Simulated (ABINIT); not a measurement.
# HfN (Fm-3m) in ABINIT: optical spectrum with PBE

Aim: the optical spectrum of HfN with PBE.

Program: ABINIT 10.8.3 (patched build). These are calculated values, not measurements. Logs are shortened: lines on timing, memory, paths and dates and some standing lists are left out, and cuts for length are marked. The log counts tension as positive stress, the text compression.

### Step 1. The undisturbed crystal

The structure is cubic, space group Fm-3m (No. 225). The conventional cell has a = 4.512 Å, b = 4.512 Å, c = 4.512 Å, α = 90.00°, β = 90.00°, γ = 90.00°. Hf (site symmetry m-3m) has 6 N at 2.26 Å as nearest neighbours. N (site symmetry m-3m) has 6 Hf at 2.26 Å as nearest neighbours.

### Step 2. Optical spectrum, PBE (cell relaxed at zero pressure by an earlier run)

Contents of run.abi:

```
# Datasets
ndtset 3

# Pseudopotentials
pp_dirpath "./"
pseudos "Hf.upf, N.upf"

# Structure
acell 3*1.0
rprim
     0.0000000000     4.2948019740     4.2948019740
     4.2948019740     0.0000000000     4.2948019740
     4.2948019740     4.2948019740     0.0000000000
ntypat 2
znucl 72 7
natom 2
typat 1 2
chkprim 0
chksymtnons 0
tolsym 1.0e-6
xred
            0.0            0.0            0.0
            1/2            1/2            1/2

# Plane-wave basis
ecut 42.0
ecutsm 0.5

# k points
ngkpt 6 6 6
nshiftk 4
shiftk
     0.5000000000     0.5000000000     0.5000000000
     0.5000000000     0.0000000000     0.0000000000
     0.0000000000     0.5000000000     0.0000000000
     0.0000000000     0.0000000000     0.5000000000
istwfk *1

# Exchange and correlation
ixc 11

# Bands and occupations
occopt 3
tsmear 0.05 eV

# SCF cycle
nstep 80

# Output
iomode 3
prteig 0
prtebands 0

# Dataset 1: ground state
nband1 13
tolvrs1 1.0e-12
prtden1 1
prtwf1 0
kptopt1 1

# Dataset 2: empty bands at fixed density
iscf2 -3
getden2 1
nband2 24
nbdbuf2 4
tolwfr2 1.0e-12
nstep2 120
prtden2 0
kptopt2 1

# Dataset 3: wave functions and velocity matrix elements in the full zone
optdriver3 8
wfk_task3 "wfk_optics_fullbz"
getwfk3 2
nband3 20
kptopt3 1
prtevk3 1
inclvkb3 2
```

Contents of optic.abi:

```
&FILES
 ddkfile_1 = 'runo_DS3_1_EVK.nc',
 ddkfile_2 = 'runo_DS3_2_EVK.nc',
 ddkfile_3 = 'runo_DS3_3_EVK.nc',
 wfkfile = 'runo_DS3_WFK.nc'
/
&PARAMETERS
 broadening = 0.007350,
 domega = 0.002,
 maxomega = 0.8,
 scissor = 0.000000,
 tolerance = 0.002
/
&COMPUTATIONS
 num_lin_comp = 1,
 lin_comp = 11,
 num_nonlin_comp = 0
/
```

Potentials or basis: PseudoDojo NC SR PBE v0.4.1 standard.

On the command line:

```bash
abinit run.abi > log 2>&1
optic optic.abi > optic.log 2>&1
```

run.abo:

```text
.Version 10.8.3 of ABINIT
 DATASET    1 : space group Fm -3 m (#225); Bravais cF (face-center cubic)
================================================================================
 Values of the parameters that define the memory need for DATASET  1.
     intxc =       0    ionmov =       0      iscf =       7    lmnmax =       8
     lnmax =       8     mgfft =      36  mpssoang =       4    mqgrid =    3001
     natom =       2  nloc_mem =       1    nspden =       1   nspinor =       1
    nsppol =       1      nsym =      48    n1xccc =    2501    ntypat =       2
    occopt =       3   xclevel =       2
       mpw =        2073          nfft =       46656          nkpt =          28
================================================================================
================================================================================
[... 13 lines left out ...]
 DATASET    3 : space group Fm -3 m (#225); Bravais cF (face-center cubic)
================================================================================
 Values of the parameters that define the memory need for DATASET  3.
     intxc =       0    ionmov =       0      iscf =       7    lmnmax =       8
     lnmax =       8     mgfft =      36  mpssoang =       4    mqgrid =    3001
     natom =       2  nloc_mem =       1    nspden =       1   nspinor =       1
    nsppol =       1      nsym =      48    n1xccc =    2501    ntypat =       2
    occopt =       3   xclevel =       2
       mpw =        2073          nfft =       46656          nkpt =          28
================================================================================
================================================================================

--------------------------------------------------------------------------------
------------- Echo of variables that govern the present computation ------------
--------------------------------------------------------------------------------
 -outvars: echo values of preprocessed input variables --------
            acell      1.0000000000E+00  1.0000000000E+00  1.0000000000E+00 Bohr
              amu      1.78490000E+02  1.40067400E+01
          chkprim           0
      chksymtnons           0
             ecut      4.20000000E+01 Hartree
           ecutsm      5.00000000E-01 Hartree
           getden1          0
           getden2          1
           getden3          0
           getwfk1          0
           getwfk2          0
           getwfk3          2
             iscf1          7
             iscf2         -3
             iscf3          7
              ixc          11
           jdtset        1    2    3
         kptrlatt        6   -6    6     -6    6    6     -6   -6    6
          kptrlen      5.15376237E+01
            natom           2
            nband1         13
            nband2         24
            nband3         20
           nbdbuf1          0
           nbdbuf2          4
           nbdbuf3          0
           ndtset           3
            ngfft          36      36      36
             nkpt          28
            nstep1         80
            nstep2        120
            nstep3         80
             nsym          48
           ntypat           2
           occopt           3
        optdriver1          0
        optdriver2          0
        optdriver3          8
           prtden1          1
           prtden2          0
           prtden3          1
        prtebands           0
           prteig           0
           prtevk1          0
           prtevk2          0
           prtevk3          1
            prtwf1          0
            prtwf2          1
            prtwf3          1
            rprim      0.0000000000E+00  4.2948019740E+00  4.2948019740E+00
                       4.2948019740E+00  0.0000000000E+00  4.2948019740E+00
                       4.2948019740E+00  4.2948019740E+00  0.0000000000E+00
           shiftk      5.00000000E-01  5.00000000E-01  5.00000000E-01
          spgroup         225
           tolsym      1.00000000E-06
           tolvrs1     1.00000000E-12
           tolvrs2     0.00000000E+00
           tolvrs3     0.00000000E+00
           tolwfr1     0.00000000E+00
           tolwfr2     1.00000000E-12
           tolwfr3     0.00000000E+00
           tsmear      1.83746611E-03 Hartree
            typat      1  2
         wfk_task1          0
         wfk_task2          0
         wfk_task3          7
           xangst      0.0000000000E+00  0.0000000000E+00  0.0000000000E+00
                       2.2727113284E+00  2.2727113284E+00  2.2727113284E+00
            xcart      0.0000000000E+00  0.0000000000E+00  0.0000000000E+00
                       4.2948019740E+00  4.2948019740E+00  4.2948019740E+00
             xred      0.0000000000E+00  0.0000000000E+00  0.0000000000E+00
                       5.0000000000E-01  5.0000000000E-01  5.0000000000E-01
            znucl       72.00000    7.00000

[... 187 lines left out ...]
  J.P.Perdew, K.Burke, M.Ernzerhof, PRL 77, 3865 (1996)

 Real(R)+Recip(G) space primitive vectors, cartesian coordinates (Bohr,Bohr^-1):
 R(1)=  0.0000000  4.2948020  4.2948020  G(1)= -0.1164198  0.1164198  0.1164198
 R(2)=  4.2948020  0.0000000  4.2948020  G(2)=  0.1164198 -0.1164198  0.1164198
 R(3)=  4.2948020  4.2948020  0.0000000  G(3)=  0.1164198  0.1164198 -0.1164198
 Unit cell volume ucvol=  1.5843803E+02 bohr^3
 Angles (23,13,12)=  6.00000000E+01  6.00000000E+01  6.00000000E+01 degrees

 getcut: wavevector=  0.0000  0.0000  0.0000  ngfft=  36  36  36
         ecut(hartree)=     42.000   => boxcut(ratio)=   2.03168
--------------------------------------------------------------------------------

================================================================================

--- !BeginCycle
iteration_state: {dtset: 2, }
solver: {iscf: -3, nstep: 120, nline: 4, wfoptalg: 0, }
tolerances: {tolwfr: 1.00E-12, }
...

     iter   Etot(hartree)      deltaE(h)  residm     vres2
 Non-SCF case, kpt    1 ( -0.08333 -0.16667  0.00000), residuals and eigenvalues=
  1.69E-13  9.50E-13  8.81E-13  1.47E-13  2.81E-13  3.13E-13  1.98E-13  4.18E-13
  5.52E-13  3.47E-13  4.68E-13  1.96E-13  9.73E-13  8.42E-14  1.91E-13  8.26E-13
  5.57E-13  9.03E-13  5.70E-13  6.92E-13  3.40E-09  6.57E-09  7.52E-08  4.99E-05
 -1.8019E+00 -6.4770E-01 -6.4220E-01 -6.4171E-01 -1.1533E-01  3.1658E-01
  3.6292E-01  3.6819E-01  4.7932E-01  5.3537E-01  5.3860E-01  5.9700E-01
  6.0402E-01  6.7675E-01  9.1883E-01  1.2153E+00  1.2427E+00  1.3250E+00
  1.3865E+00  1.4749E+00  1.5183E+00  1.5184E+00  1.5493E+00  1.5907E+00
 prteigrs : prtvol=0 or 1, do not print more k-points.

--- !ResultsGS
iteration_state: {dtset: 2, }
comment   : Summary of ground state results
lattice_vectors:
- [  0.0000000,   4.2948020,   4.2948020, ]
- [  4.2948020,   0.0000000,   4.2948020, ]
- [  4.2948020,   4.2948020,   0.0000000, ]
lattice_lengths: [   6.07377,    6.07377,    6.07377, ]
lattice_angles: [ 60.000,  60.000,  60.000, ] # degrees, (23, 13, 12)
lattice_volume:   1.5843803E+02
convergence: {deltae:  0.000E+00, res2:  0.000E+00, residm:  9.950E-13, diffor:  0.000E+00, }
etotal    :  -6.69124798E+01
entropy   :   0.00000000E+00
fermie    :   5.11911360E-01
cartesian_stress_tensor: null
pressure_GPa: null
xred      :
- [  0.0000E+00,   0.0000E+00,   0.0000E+00, Hf]
- [  5.0000E-01,   5.0000E-01,   5.0000E-01,  N]
cartesian_forces: null
force_length_stats: {min: null, max: null, mean: null, }
...

 Integrated electronic density in atomic spheres:
 ------------------------------------------------
 Atom  Sphere_radius  Integrated_density
    1        2.00000          8.46244603
    2        2.00000          5.23405368
================================================================================

 ----iterations are completed or convergence reached----

 Mean square residual over all n,k,spin=   39.533E-14; max=  99.495E-14
 reduced coordinates (array xred) for    2 atoms
       0.000000000000      0.000000000000      0.000000000000
       0.500000000000      0.500000000000      0.500000000000

 cartesian coordinates (angstrom) at end:
    1      0.00000000000000     0.00000000000000     0.00000000000000
    2      2.27271132844018     2.27271132844018     2.27271132844018
 length scales=  1.000000000000  1.000000000000  1.000000000000 bohr
              =  0.529177210544  0.529177210544  0.529177210544 angstroms
 Eigenvalues (hartree) for nkpt=  28  k points:
 kpt#   1, nband= 24, wtk=  0.02778, kpt= -0.0833 -0.1667  0.0000 (reduced coord)
  -1.80194   -0.64770   -0.64220   -0.64171   -0.11533    0.31658    0.36292    0.36819
   0.47932    0.53537    0.53860    0.59700    0.60402    0.67675    0.91883    1.21526
   1.24274    1.32501    1.38650    1.47491    1.51827    1.51838    1.54929    1.59067
      occupation numbers for kpt#   1
   2.00000    2.00000    2.00000    2.00000    2.00000    2.00000    2.00000    2.00000
   2.00000    0.00001    0.00000    0.00000    0.00000    0.00000    0.00000    0.00000
   0.00000    0.00000    0.00000    0.00000    0.00000    0.00000    0.00000    0.00000
 prteigrs : prtvol=0 or 1, do not print more k-points.

--- !EnergyTerms
iteration_state     : {dtset: 2, }
comment             : Components of total free energy in Hartree
kinetic             :  2.16401628315404E+01
hartree             :  6.90571014049538E+00
xc                  : -1.74046258458818E+01
Ewald energy        : -5.27154477778796E+01
psp_core            :  2.91356321931014E+00
local_psp           : -3.00140083660856E+01
non_local_psp       :  1.76239765661391E+00
internal            : -6.69122481418872E+01
'-kT*entropy'       : -2.31487509273922E-04
total_energy        : -6.69124796293965E+01
...

--- !EnergyTermsDC
iteration_state     : {dtset: 2, }
comment             : '"Double-counting" decomposition of free energy'
band_energy         : -5.43990597304222E+00
Ewald energy        : -5.27154477778796E+01
psp_core            :  2.91356321931014E+00
xc_dc               : -1.16704577392042E+01
internal            : -6.69122482708158E+01
'-kT*entropy'       : -2.31487509273922E-04
total_energy_dc     : -6.69124797583251E+01
...

================================================================================
== DATASET  3 ==================================================================

--- !DatasetInfo
iteration_state: {dtset: 3, }
dimensions: {natom: 2, nkpt: 28, mband: 20, nsppol: 1, nspinor: 1, nspden: 1, mpw: 2073, }
cutoff_energies: {ecut:  42.0, pawecutdg:  -1.0, }
electrons: {nelect:   1.70000000E+01, charge:   0.00000000E+00, occopt:   3.00000000E+00, tsmear:   1.83746611E-03, }
meta: {optdriver: 8, wfk_task: 7, }
...

 mkfilename : getwfk/=0, take file _WFK from output of DATASET   2.

 Exchange-correlation functional for the present dataset will be:
  GGA: Perdew-Burke-Ernzerhof functional - ixc=11
  J.P.Perdew, K.Burke, M.Ernzerhof, PRL 77, 3865 (1996)

--------------------------------------------------------------------------------

 Computation of velocity matrix elements (DDK)

 Parameters extracted from the Abinit header:
    ecut:     42.0
    nkpt:    864
    mband:   24
    nsppol:  1
    nspinor: 1
    useylm:  0
    inclvkb: 2
    bmin: 1, bmax: 24
    Computing diagonal and off-diagonal matrix elements
    Between band index bmin: 1, bmax: 24

== END DATASET(S) ==============================================================
================================================================================

 -outvars: echo values of variables after computation  --------
            acell      1.0000000000E+00  1.0000000000E+00  1.0000000000E+00 Bohr
           etotal1    -6.6912479758E+01
           etotal2    -6.6912479758E+01
           etotal3     0.0000000000E+00
            fcart1    -0.0000000000E+00 -0.0000000000E+00 -0.0000000000E+00
                      -0.0000000000E+00 -0.0000000000E+00 -0.0000000000E+00
            fcart3     0.0000000000E+00  0.0000000000E+00  0.0000000000E+00
                       0.0000000000E+00  0.0000000000E+00  0.0000000000E+00
            rprim      0.0000000000E+00  4.2948019740E+00  4.2948019740E+00
                       4.2948019740E+00  0.0000000000E+00  4.2948019740E+00
                       4.2948019740E+00  4.2948019740E+00  0.0000000000E+00
           strten1     9.3034356752E-06  9.3034356752E-06  9.3034356752E-06
                       0.0000000000E+00  0.0000000000E+00  0.0000000000E+00
           strten3     0.0000000000E+00  0.0000000000E+00  0.0000000000E+00
                       0.0000000000E+00  0.0000000000E+00  0.0000000000E+00
           xangst      0.0000000000E+00  0.0000000000E+00  0.0000000000E+00
                       2.2727113284E+00  2.2727113284E+00  2.2727113284E+00
             xred      0.0000000000E+00  0.0000000000E+00  0.0000000000E+00
                       5.0000000000E-01  5.0000000000E-01  5.0000000000E-01
 Calculation completed.
```

Wall time 71 s (1 thread of Intel Xeon 6975P-C (Granite Rapids), shared host); peak memory 0.78 GiB.

What came out:

```
Free energy : -1820.7813 eV
Pressure    : -0.3 GPa
```

Dielectric function (mean over the directions given):
```csv
energy (eV),real part,imaginary part
0.33,0.61,75.15
1.31,1.03,2.56
2.29,4.67,1.89
3.37,6.22,1.60
4.35,8.05,2.25
5.44,8.54,4.56
6.42,5.16,9.13
7.51,4.12,5.76
8.49,1.53,7.44
9.58,1.49,6.08
10.56,0.13,6.73
11.65,-2.23,4.55
12.63,-1.20,1.94
13.71,-1.16,1.83
14.69,-0.37,1.13
15.78,-0.28,1.13
16.76,0.07,1.35
17.85,0.32,0.82
18.83,0.56,1.17
19.92,-0.06,1.19
```

Caveat: the intraband (Drude) term is left out; spectra need much finer meshes, so this one isn't converged; independent-particle spectra lack excitons.
